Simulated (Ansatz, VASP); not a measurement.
Given: the input of a run of VASP 6.6.1 on CdS (Hawleyite).

Contents of INCAR:

```
ALGO = Fast
EDIFF = 1E-7
ENCUT = 520
GGA = PE
ISIF = 2
ISMEAR = -1
LASPH = T
LCHARG = F
LREAL = F
LWAVE = F
NBANDS = 16
NELM = 100
PREC = Accurate
SIGMA = 0.05
```

File KPOINTS:

```
k-points
0
Gamma
  8 8 8
```

File POSCAR:

```
CdS
1.0
    0.0000000000      2.8969255847      2.8969255847
    2.8969255847      0.0000000000      2.8969255847
    2.8969255847      2.8969255847      0.0000000000
Cd S
1 1
Direct
    0.0000000000      0.0000000000      0.0000000000
    0.7500000000      0.7500000000      0.7500000000
```

Potentials or basis: VASP PAW PBE potentials, release 64 (Cd, S).

Launch:

```sh
$ cat potpaw_PBE.64/Cd/POTCAR potpaw_PBE.64/S/POTCAR > POTCAR
$ mpirun -np 1 vasp_std > vasp.out
```

Q: Set up the same calculation for Ansatz 0.2.0. Potentials there: all-electron LAPW, scalar-relativistic.

A: As run (the cutoff follows the program's own potentials):

The input input.yaml:

```yaml
crystal:
  lattice:
    - [0.0, 2.8969255847, 2.8969255847]
    - [2.8969255847, 0.0, 2.8969255847]
    - [2.8969255847, 2.8969255847, 0.0]
  atoms:
    - { symbol: Cd, position: [0.0, 0.0, 0.0] }
    - { symbol: S, position: [0.75, 0.75, 0.75] }
kpoints:
  mp_grid: { grid: [8, 8, 8] }
scf:
  occupations: { method: fermi_dirac, width: 0.05 }
hamiltonian:
  xc: pbe
  pseudopotentials: { kind: all_electron, lapw: { basis_error: 0.0005 } }
output:
  forces: true
  stress: true
  eigenvalues: true
```

Potentials or basis: all-electron LAPW, scalar-relativistic.

The run is started by

```bash
$ ansatz run input.yaml --threads 1 --pin off --max-ram 2560MiB --backend cpu --events-out ev --progress --plain --runs-dir out
```

Both were run:

|  | VASP | Ansatz | Ansatz less VASP |
| --- | --- | --- | --- |
| gap on the k mesh at the Fermi level (eV) | 1.19 | 1.19 | -0.006 |
| least direct gap on the mesh (eV) | 1.19 | 1.19 | -0.006 |
| pressure (GPa) | 4.6 | 4.3 | -0.36 |

Ansatz ran all-electron here, so the differences hold the error of VASP's frozen core and of both bases.
